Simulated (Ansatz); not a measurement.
# HfO2, the end x = 0 of the tetragonal HfO2-TiO2 line (96 atoms): geometry optimisation

Aim: bring HfO2, the end x = 0 of the tetragonal HfO2-TiO2 line (96 atoms) to a nearby minimum of the energy and see what moves.

Main program and level: Ansatz 0.2.0; Kohn-Sham DFT, PBE, PAW (set soft_2), plane waves.

Report form: the programs' logs are mostly left out.

## 1. The structure

The cell holds 96 atoms: 32 Hf and 64 O. Cell: a = 10.154 Å, b = 10.154 Å, c = 10.460 Å, α = 90.0°, β = 90.0°, γ = 90.0°. It derives from HfO2 (tetragonal HfO2-TiO2), repeated 2×2×2. Tetragonal HfO2-TiO2: 96 atoms, 0 of 32 Hf sites given to Ti at random, cell and internal coordinates interpolated linearly between the end members (Vegard's rule); not relaxed, displaced by a Gaussian of 0.02 Å. Lattice constants are starting values near those of PBE.

Before any run, some limits are plain. The host structure and its lattice constant were typed by rule, without a check against the phase diagram. No spin–orbit coupling is included, so levels derived from the heavy atoms are approximate.

## 2. Single point at the start

A single point comes first, to see the forces before anything moves.

input.yaml reads:

```yaml
crystal:
  lattice:
    - [10.15405, 0.0, 0.0]
    - [0.0, 10.15405, 0.0]
    - [0.0, 0.0, 10.46]
  atoms:
    - { symbol: Hf, position: [0.2532, 0.3738, 0.12399] }
    - { symbol: Hf, position: [0.24789, 0.1267, 0.3706] }
    - { symbol: O, position: [0.12844, 0.9985, 0.02561] }
    - { symbol: O, position: [0.12451, 0.00288, 0.27106] }
    - { symbol: O, position: [0.37436, 0.99924, 0.47717] }
    - { symbol: O, position: [0.37283, 0.99966, 0.22332] }
    - { symbol: Hf, position: [8.0e-05, 0.12615, 0.1229] }
    - { symbol: Hf, position: [0.00225, 0.37678, 0.37596] }
    - { symbol: O, position: [0.37677, 0.24865, 0.02477] }
    - { symbol: O, position: [0.37316, 0.24947, 0.27601] }
    - { symbol: O, position: [0.12364, 0.24922, 0.47369] }
    - { symbol: O, position: [0.12334, 0.24868, 0.22498] }
    - { symbol: Hf, position: [0.2478, 0.37546, 0.62817] }
    - { symbol: Hf, position: [0.25146, 0.12462, 0.8733] }
    - { symbol: O, position: [0.12353, 0.00333, 0.5251] }
    - { symbol: O, position: [0.12375, 0.00038, 0.77902] }
    - { symbol: O, position: [0.37524, 0.00122, 0.97557] }
    - { symbol: O, position: [0.37431, 0.99775, 0.72433] }
    - { symbol: Hf, position: [0.99959, 0.12616, 0.6266] }
    - { symbol: Hf, position: [0.00183, 0.37556, 0.87669] }
    - { symbol: O, position: [0.37351, 0.25247, 0.52598] }
    - { symbol: O, position: [0.37441, 0.25096, 0.77486] }
    - { symbol: O, position: [0.12723, 0.25299, 0.97918] }
    - { symbol: O, position: [0.12225, 0.24716, 0.72404] }
    - { symbol: Hf, position: [0.25032, 0.87673, 0.1256] }
    - { symbol: Hf, position: [0.24602, 0.6244, 0.37658] }
    - { symbol: O, position: [0.12545, 0.5015, 0.02457] }
    - { symbol: O, position: [0.1246, 0.50037, 0.27578] }
    - { symbol: O, position: [0.37539, 0.50023, 0.47372] }
    - { symbol: O, position: [0.37574, 0.50024, 0.22716] }
    - { symbol: Hf, position: [0.00236, 0.62536, 0.12428] }
    - { symbol: Hf, position: [0.99874, 0.87583, 0.37515] }
    - { symbol: O, position: [0.37432, 0.75009, 0.02381] }
    - { symbol: O, position: [0.37637, 0.74912, 0.27734] }
    - { symbol: O, position: [0.12579, 0.75117, 0.47291] }
    - { symbol: O, position: [0.12533, 0.75146, 0.22318] }
    - { symbol: Hf, position: [0.24948, 0.87506, 0.62237] }
    - { symbol: Hf, position: [0.25062, 0.62667, 0.87336] }
    - { symbol: O, position: [0.12569, 0.49742, 0.52493] }
    - { symbol: O, position: [0.12182, 0.50221, 0.77578] }
    - { symbol: O, position: [0.37495, 0.49847, 0.97744] }
    - { symbol: O, position: [0.37887, 0.49634, 0.72736] }
    - { symbol: Hf, position: [0.00321, 0.62567, 0.62271] }
    - { symbol: Hf, position: [0.0017, 0.87464, 0.87385] }
    - { symbol: O, position: [0.37258, 0.75108, 0.52652] }
    - { symbol: O, position: [0.37377, 0.75103, 0.77281] }
    - { symbol: O, position: [0.12658, 0.75009, 0.97464] }
    - { symbol: O, position: [0.1248, 0.75171, 0.72643] }
    - { symbol: Hf, position: [0.75104, 0.37527, 0.12515] }
    - { symbol: Hf, position: [0.75122, 0.12546, 0.37631] }
    - { symbol: O, position: [0.62439, 0.9952, 0.02699] }
    - { symbol: O, position: [0.62931, 0.00087, 0.27481] }
    - { symbol: O, position: [0.87473, 0.99977, 0.47503] }
    - { symbol: O, position: [0.87279, 0.99898, 0.22309] }
    - { symbol: Hf, position: [0.50049, 0.12442, 0.12595] }
    - { symbol: Hf, position: [0.49966, 0.37694, 0.37541] }
    - { symbol: O, position: [0.87931, 0.24626, 0.02376] }
    - { symbol: O, position: [0.87678, 0.25498, 0.27452] }
    - { symbol: O, position: [0.62509, 0.24955, 0.47755] }
    - { symbol: O, position: [0.62443, 0.25134, 0.22439] }
    - { symbol: Hf, position: [0.74749, 0.37562, 0.62596] }
    - { symbol: Hf, position: [0.75255, 0.12478, 0.87382] }
    - { symbol: O, position: [0.62611, 0.00047, 0.52554] }
    - { symbol: O, position: [0.62486, 0.00229, 0.77571] }
    - { symbol: O, position: [0.87875, 0.00219, 0.97626] }
    - { symbol: O, position: [0.87179, 0.00119, 0.7258] }
    - { symbol: Hf, position: [0.5016, 0.12706, 0.62423] }
    - { symbol: Hf, position: [0.50162, 0.37389, 0.87874] }
    - { symbol: O, position: [0.87238, 0.24653, 0.52184] }
    - { symbol: O, position: [0.87325, 0.2478, 0.77874] }
    - { symbol: O, position: [0.62436, 0.24736, 0.97713] }
    - { symbol: O, position: [0.62384, 0.24756, 0.72667] }
    - { symbol: Hf, position: [0.75123, 0.87414, 0.12769] }
    - { symbol: Hf, position: [0.75025, 0.62818, 0.37596] }
    - { symbol: O, position: [0.62807, 0.50022, 0.02267] }
    - { symbol: O, position: [0.62982, 0.49893, 0.27462] }
    - { symbol: O, position: [0.87362, 0.4996, 0.47546] }
    - { symbol: O, position: [0.8754, 0.5013, 0.22843] }
    [... 12 atom lines left out ...]
    - { symbol: Hf, position: [0.50165, 0.62804, 0.62645] }
    - { symbol: Hf, position: [0.50174, 0.87327, 0.87334] }
    - { symbol: O, position: [0.87216, 0.75243, 0.52451] }
    - { symbol: O, position: [0.87776, 0.74846, 0.77416] }
    - { symbol: O, position: [0.62519, 0.75181, 0.97512] }
    - { symbol: O, position: [0.62542, 0.75003, 0.72534] }
kpoints:
  mp_grid: { grid: [2, 2, 2] }
hamiltonian:
  xc: pbe
scf:
  occupations: { method: fermi_dirac, width: 0.025 }
output:
  forces: true
```

The run is started by

```sh
ansatz run input.yaml --threads 11 --pin off --max-ram 102400MiB --backend cuda --events-out ev --progress --plain --runs-dir out
```

The job ended after 3.4 s (1 × NVIDIA H100 80GB HBM3 with 11 threads of AMD EPYC 7R13 (Zen 3), shared host; peak memory 1.4 GiB).

That memory is the host's; the program planned up to 33.3 GiB on the GPU.

Read from the output:

```
free energy            : -539567.6571 eV
free energy per atom   : -5620.4964 eV/atom
SCF cycles             : 9
r.m.s. force component : 0.3707 eV/Å
longest force          : 1.374 eV/Å
Fermi energy           : 17.03 eV
```

The r.m.s. force component of 0.37 eV/Å sets the starting point.

Length of the force by element:

```
element  coordination  atoms  mean length of the force (eV/Å)  spread   least  most
     Hf           all     32                            0.726   0.250   0.290  1.37
      O           all     64                            0.514   0.244  0.0788  1.32
```

## 3. Cell and atoms relaxed

The cell is relaxed with the atoms, since the starting lattice needn't suit this functional.

Edit input.yaml of step 2 so:

```diff
@@ -15 +15,5 @@
   forces: true
+relax:
+  f_tol: 0.04
+  max_steps: 150
+  cell: {}
```

The job ended after 16 s (1 × NVIDIA H100 80GB HBM3 with 11 threads; peak memory 1.6 GiB; 81 s of CPU time).

That memory is the host's; the program planned up to 34.1 GiB on the GPU.

The program notes that the band table was not solved further than the SCF left it.

Relaxation path:

| step | energy less that of the first step (eV) | largest force component (eV/Å) | pressure (GPa) | volume (Å³) |
| --- | --- | --- | --- | --- |
| 1 | 0.0000 | 1.2778 | 1.87 | 1078.48 |
| 2 | -0.3496 | 0.7274 | -0.63 | 1090.03 |
| 3 | -0.8403 | 0.1129 | 0.85 | 1094.74 |
| 4 | -0.9006 | 0.0076 | 0.03 | 1093.62 |
| 5* | -0.9769 | 0.0075 | 0.14 | 1093.62 |
| 6 | -0.9746 | 0.0014 | 0.00 | 1094.32 |
| 7* | -0.9788 | 0.0014 | 0.00 | 1094.32 |

Relaxation steps marked * repeat the geometry before them on a plane-wave basis chosen anew for their cell, so energy and pressure can jump there.

| cell as run | before | after | change |
| --- | --- | --- | --- |
| a (Å) | 10.154 | 10.195 | +0.4 % |
| b (Å) | 10.154 | 10.195 | +0.4 % |
| c (Å) | 10.460 | 10.529 | +0.7 % |
| α (°) | 90.00 | 89.99 | -0.0 % |
| β (°) | 90.00 | 89.95 | -0.1 % |
| volume (Å³/atom) | 11.23 | 11.40 | +1.5 % |

The atoms that moved most (Å, as changes of fractional coordinates times the final cell):

| atom | dx | dy | dz | length |
| --- | --- | --- | --- | --- |
| O23 | -0.018 | -0.033 | -0.078 | 0.086 |
| O4 | 0.005 | -0.031 | 0.080 | 0.086 |
| O42 | -0.037 | 0.046 | -0.058 | 0.083 |
| O69 | 0.018 | 0.037 | 0.072 | 0.083 |
| O57 | -0.040 | 0.036 | 0.051 | 0.074 |
| O83 | -0.018 | 0.011 | -0.070 | 0.073 |
| O78 | -0.003 | -0.014 | -0.069 | 0.071 |
| O75 | -0.029 | -0.007 | 0.063 | 0.070 |

The relaxation changed the energy by -10.2 meV/atom, and atoms moved by 0.045 Å r.m.s., 0.086 Å at most.

## 4. Local order after relaxation

Bonds before and after, by the cutoffs listed below:

| pair | bonds before | bonds after | mean before (Å) | mean after (Å) | spread before (Å) | spread after (Å) |
| --- | --- | --- | --- | --- | --- | --- |
| O-Hf | 256 | 256 | 2.231 | 2.245 | 0.154 | 0.175 |

Density 10.2 g/cm³, 11.40 Å³ an atom.

g(r), total and by pair (bins of 0.2 Å):

```
r (Å)  total   O-O  O-Hf  Hf-Hf
 2.00   2.81  0.00  6.30   0.00
 2.20   0.00  0.00  0.00   0.00
 2.40   2.06  0.00  4.63   0.00
 2.60   2.63  5.90  0.00   0.00
 2.80   0.00  0.00  0.00   0.00
 3.00   0.00  0.00  0.00   0.00
 3.20   1.13  2.54  0.00   0.00
 3.40   0.00  0.00  0.00   0.00
 3.60   2.27  2.07  0.00  12.20
 3.80   0.00  0.00  0.00   0.00
 4.00   0.73  0.00  1.64   0.00
 4.20   2.10  1.60  3.13   0.00
 4.40   2.50  2.72  2.91   0.00
 4.60   0.56  0.00  1.27   0.00
 4.80   0.00  0.00  0.00   0.00
 5.00   0.70  1.05  0.00   2.12
 5.20   0.33  0.49  0.00   0.98
 5.40   1.31  0.96  1.98   0.00
 5.60   0.72  0.00  1.62   0.00
 5.80   2.18  3.32  1.58   0.00
 6.00   0.66  1.49  0.00   0.00
 6.20   0.61  0.00  0.00   5.55
 6.40   1.19  2.01  0.00   2.68
 6.60   2.05  1.27  3.35   0.00
 6.80   0.43  0.00  0.97   0.00
 7.00   0.00  0.00  0.00   0.00
 7.20   0.59  0.52  0.54   1.04
 7.40   2.20  2.02  2.44   2.03
```

Bonds by pair of elements; cutoffs follow the first minimum of g(r), held within bounds set by covalent radii, and pairs that aren't listed don't count as bonded:

```csv
pair A-B,cutoff (Å),bonds,mean length (Å),spread (Å),shortest (Å),B about A,A about B
O-Hf,2.82,256,2.25,0.175,2.07,4,8
```

How many atoms have how many bonded neighbours:

```
element  mean   4   8
     Hf     8   0  32
      O     4  64   0
```

Bond angles (no mean is given where the spread exceeds 20°):

```
  angle  count  mean (°)  spread (°)
 O-Hf-O    896         -           -
Hf-O-Hf    384       109         7.2
```

Counting bonds as in the table, all Hf atoms have 8 and all O atoms have 4 bonded neighbours.

## 5. Single point at the relaxed geometry

The electronic structure is read at the final geometry, in a run of its own.

input.yaml reads:

```yaml
crystal:
  lattice:
    - [10.19486, 6.0e-05, 0.00452]
    - [6.0e-05, 10.19488, 0.0013]
    - [0.00466, 0.00134, 10.5289]
  atoms:
    - { symbol: Hf, position: [0.25033, 0.37466, 0.1252] }
    - { symbol: Hf, position: [0.24933, 0.12535, 0.37524] }
    - { symbol: O, position: [0.1253, 0.99961, 0.02862] }
    - { symbol: O, position: [0.12496, 0.99985, 0.27863] }
    [... 86 atom lines left out ...]
    - { symbol: Hf, position: [0.50015, 0.62627, 0.62529] }
    - { symbol: Hf, position: [0.50095, 0.87512, 0.87524] }
    - { symbol: O, position: [0.87455, 0.75025, 0.52864] }
    - { symbol: O, position: [0.87554, 0.75048, 0.77863] }
    - { symbol: O, position: [0.62508, 0.74956, 0.97186] }
    - { symbol: O, position: [0.62534, 0.75075, 0.72184] }
kpoints:
  mp_grid: { grid: [2, 2, 2] }
hamiltonian:
  xc: pbe
scf:
  occupations: { method: fermi_dirac, width: 0.025 }
output:
  forces: true
  stress: true
  populations: true
  dos:
    method: { smearing: { sigma: 0.08 } }
    de: 0.05
    projected: { site_lists: { Hf: [Hf], O: [O] } }
  eigenvalues: true
  write_density: true
  write_potential: true
  volumetric_format: npy
```

Wall time 6.3 s (1 × NVIDIA H100 80GB HBM3 with 11 threads); peak memory 3.6 GiB; 23 s of CPU time.

That memory is the host's; the program planned up to 37.7 GiB on the GPU.

Read from the output:

```yaml
free_energy: -539568.6359 eV
free_energy_per_atom: -5620.5066 eV/atom
scf_cycles: 8
pressure: 0.001741 GPa
r_m_s_force_component: 0.00072 eV/Å
longest_force: 0.00246 eV/Å
fermi_energy: 16.7 eV
spacing_of_highest_filled_and_lowest_empty_level: 4.671 eV
spilling_of_the_projection: 0.002462
```

Löwdin charges by element (they lack the spilled electrons, 0.031 e an atom on average):

| element | coordination | atoms | mean charge (e) | spread | least | most |
| --- | --- | --- | --- | --- | --- | --- |
| Hf | all | 32 | 1.45 | 1.0e-4 | 1.45 | 1.45 |
| O | all | 64 | -0.677 | 1.0e-4 | -0.678 | -0.677 |

Density of states as counts of states in windows of 1 eV (from the Fermi level), total and the larger projections:

```csv
from (eV),to (eV),total,O p,Hf d,Hf f
-18,-17,0.4,0.0,0.0,0.0
-17,-13,0.0,0.0,0.0,0.0
-13,-12,448.0,1.4,0.2,445.8
-12,-8,0.0,0.0,0.0,0.0
-8,-7,10.6,7.0,2.6,0.0
-7,-6,76.9,54.3,19.0,0.2
-6,-5,84.2,65.0,14.2,0.4
-5,-4,57.4,48.0,6.3,0.2
-4,-3,97.9,85.2,9.2,0.4
-3,-2,56.9,53.0,2.5,0.2
-2,2,0.0,0.0,0.0,0.0
2,3,26.7,2.4,23.0,0.0
3,4,101.4,12.2,85.1,0.0
4,5,32.3,2.1,20.9,0.0
```

Between -26 and -18 eV lie 128 more states.

The stored curve holds about 960 of the 1216 electrons; the rest, give or take the few that broadening carries across the Fermi level, lie in deeper levels below its range.

The levels nearest the highest filled one (over half full), pooled over k-points and spins:

```
level less the highest filled one (eV)  occupation
                               -0.0325           2
                               -0.0322           2
                               -0.0321           2
                               -0.0321           2
                               -2.0e-4           2
                                     0           2
                                  4.67           0
                                  4.69           0
                                  4.86           0
                                  4.86           0
                                  4.98           0
                                  4.98           0
```

Valence density in the ac plane at fractional y = 0.000, with atoms of O within 0.2 Å of it. It is the smooth field of the valence electrons, not physical close to the nuclei.

Values in e/Å³, 13 rows by 16 columns, each cell a mean:
```
0.2 0.7 1.0 0.3 0.3 3.2 4.6 0.7 0.2 0.7 1.0 0.3 0.4 3.2 4.6 0.7
0.2 0.4 0.5 0.2 0.2 0.4 0.5 0.2 0.2 0.4 0.5 0.2 0.2 0.4 0.4 0.2
0.3 3.1 4.5 0.8 0.2 0.7 1.0 0.3 0.3 3.1 4.6 0.7 0.2 0.7 1.0 0.3
0.2 1.4 2.1 0.4 0.3 3.5 5.0 0.8 0.2 1.4 2.1 0.4 0.4 3.5 5.0 0.8
0.1 0.2 0.3 0.2 0.2 0.8 1.0 0.3 0.1 0.2 0.3 0.2 0.2 0.8 1.0 0.3
0.3 2.4 3.3 0.6 0.2 0.4 0.5 0.2 0.3 2.4 3.3 0.6 0.2 0.4 0.5 0.2
0.3 2.4 3.3 0.6 0.3 3.2 4.5 0.7 0.3 2.4 3.4 0.5 0.4 3.2 4.5 0.7
0.1 0.2 0.3 0.2 0.2 1.5 2.0 0.4 0.1 0.2 0.3 0.2 0.3 1.5 2.0 0.4
0.3 1.5 2.0 0.4 0.1 0.2 0.3 0.2 0.3 1.5 2.0 0.4 0.1 0.2 0.3 0.2
0.3 3.2 4.5 0.7 0.3 2.4 3.4 0.6 0.3 3.2 4.6 0.7 0.3 2.4 3.4 0.6
0.2 0.4 0.5 0.2 0.3 2.3 3.3 0.6 0.2 0.4 0.5 0.2 0.3 2.3 3.3 0.6
0.2 0.7 1.0 0.3 0.1 0.2 0.3 0.2 0.2 0.7 1.0 0.3 0.1 0.2 0.3 0.2
0.4 3.5 5.1 0.8 0.2 1.4 2.0 0.4 0.4 3.5 5.2 0.7 0.2 1.4 2.0 0.4
```
Columns run along a (10.2 Å), rows up along c (10.5 Å). Atoms in or near the plane, at fractional coordinates: O at (0.13, 0.03), O at (0.12, 0.28), O at (0.37, 0.47), O at (0.38, 0.22), O at (0.12, 0.53), O at (0.13, 0.78), O at (0.38, 0.97), O at (0.38, 0.72), O at (0.63, 0.03), O at (0.62, 0.28), O at (0.87, 0.47), O at (0.88, 0.22), O at (0.62, 0.53), O at (0.63, 0.78) and more.

Electrostatic potential energy in the ac plane at fractional y = 0.000, with atoms of O within 0.2 Å of it. With pseudopotentials it is smooth inside the atoms' cores, unlike the true potential.

Ten even steps from '_' (-34 eV) to '@' (18 eV), each cell a mean:
```
@@@@%%****@@@@@@@@++____--@@@@@@@@##**##@@@@@@%%::__..**@@
@@@@@@@@@@@@@@@@@@##==--**@@@@@@@@@@@@@@@@@@@@@@++--==%%@@
%%@@@@@@@@@@@@%%@@@@@@@@@@@@%%%%@@@@@@@@@@%%%%@@@@@@@@@@@@
@@@@%%####@@@@@@@@@@@@@@@@@@@@@@@@%%##%%@@@@@@@@@@@@@@@@@@
@@@@==....++@@@@@@@@@@@@@@@@@@@@##::__--%%@@@@@@@@@@@@@@@@
@@@@==__..++@@@@@@##--::**@@@@@@##::__::%%@@@@@@++::==%%@@
@@@@%%****@@@@@@@@++____--@@@@@@@@##**##@@@@@@%%::__..**@@
@@@@@@@@@@@@@@@@@@##==--**@@@@@@@@@@@@@@@@@@@@@@++--==%%@@
%%@@@@@@@@@@@@%%@@@@@@@@@@@@%%@@@@@@@@@@@@%%%%@@@@@@@@@@@@
@@@@%%####@@@@%%@@@@@@@@@@@@@@@@@@%%##%%@@@@@@@@@@@@@@@@@@
@@@@==....**@@@@@@@@@@@@@@@@@@@@##::__--%%@@@@@@@@@@@@@@@@
@@@@==__..++@@@@@@##--::**@@@@@@##..__::%%@@@@@@++::==%%@@
@@@@%%****@@@@@@@@++____--@@@@@@@@##**##@@@@@@%%::__..**@@
@@@@@@@@@@@@@@@@@@##==--**@@@@@@@@@@@@@@@@@@@@@@++--==%%@@
%%@@@@@@@@@@@@%%@@@@@@@@@@@@%%%%@@@@@@@@@@%%%%@@@@@@@@@@@@
@@@@%%####@@@@@@@@@@@@@@@@@@@@@@@@%%##%%@@@@@@@@@@@@@@@@@@
@@@@==....++@@@@@@@@@@@@@@@@@@@@##::__--%%@@@@@@@@@@@@@@@@
@@@@==__..++@@@@@@##--::**@@@@@@##..__::%%@@@@@@++::==%%@@
@@@@%%****@@@@@@@@++____--@@@@@@@@##**##@@@@@@%%::__..**@@
@@@@@@@@@@@@@@@@@@##==--**@@@@@@@@@@@@@@@@@@@@@@++--==%%@@
%%@@@@@@@@@@@@%%@@@@@@@@@@@@%%%%@@@@@@@@@@%%%%@@@@@@@@@@@@
@@@@%%####@@@@@@@@@@@@@@@@@@@@@@@@%%##%%@@@@@@@@@@@@@@@@@@
@@@@==....++@@@@@@@@@@@@@@@@@@@@##::..--%%@@@@@@@@@@@@@@@@
@@@@==__..++@@@@@@##--::**@@@@@@##..__::%%@@@@@@++::==%%@@
```
Columns run along a (10.2 Å; values clipped at the 3rd and 97th percentile), rows up along c (10.5 Å). Atoms in or near the plane, at fractional coordinates: O at (0.13, 0.03), O at (0.12, 0.28), O at (0.37, 0.47), O at (0.38, 0.22), O at (0.12, 0.53), O at (0.13, 0.78), O at (0.38, 0.97), O at (0.38, 0.72), O at (0.63, 0.03), O at (0.62, 0.28), O at (0.87, 0.47), O at (0.88, 0.22), O at (0.62, 0.53), O at (0.63, 0.78) and more.

Mean Löwdin charges: Hf +1.45, O -0.68 e. The largest share in the top eV of filled states is O p (92 % of the projected weight), and in the lowest eV of empty states Hf d (87 % of the projected weight).

Local excerpt of 9 atoms (numbers count through the whole input) about Hf92, picked at random; x, y, z are measured from there.

```
atom      x      y      z  distance (Å)  bonds  Löwdin charge (e)
Hf92   0.00   0.00   0.00          0.00      8               1.45
 O95   1.27  -1.28   1.02          2.07      4              -0.68
 O64   1.27   1.28  -1.02          2.07      4              -0.68
 O46  -1.28  -1.27  -1.02          2.07      4              -0.68
 O17  -1.28   1.27   1.02          2.07      4              -0.68
 O96   1.27  -1.27  -1.61          2.41      4              -0.68
 O51   1.27   1.27   1.62          2.41      4              -0.68
 O33  -1.28  -1.28   1.61          2.43      4              -0.68
 O18  -1.28   1.28  -1.62          2.43      4              -0.68
```

The column of bonds counts only the pairs O-Hf within 2.82 Å; other neighbours, such as metal atoms beside each other in a compound, aren't counted, and periodic images can show an atom twice.

## 6. K-mesh 3×3×2

A denser mesh tests the sampling of the Brillouin zone.

Edit input.yaml of step 5 so:

```diff
@@ -8,3 +8,3 @@
 kpoints:
-  mp_grid: { grid: [2, 2, 2] }
+  mp_grid: { grid: [3, 3, 2] }
 hamiltonian:
@@ -22,4 +22 @@
   eigenvalues: true
-  write_density: true
-  write_potential: true
-  volumetric_format: npy
```

It took 8.3 s on 1 × NVIDIA H100 80GB HBM3 with 11 threads; peak memory 4.4 GiB.

That memory is the host's; the program planned up to 56.1 GiB on the GPU.

Geometry and reference: those of the single point at the relaxed geometry.

Forces differ from those of the single point at the relaxed geometry by 0.025 meV/Å r.m.s.

[end of part 1 of 2]

[Logs are printed without paths, hosts, clocks, repeated set-up lines and the standing remarks that a program may print on its own settings, such as how far it seeks lower states.]

[Hosts, paths, dates, database ids (printed as entryN), source tags and the programs' standing remarks are cut or masked in the printed files.]
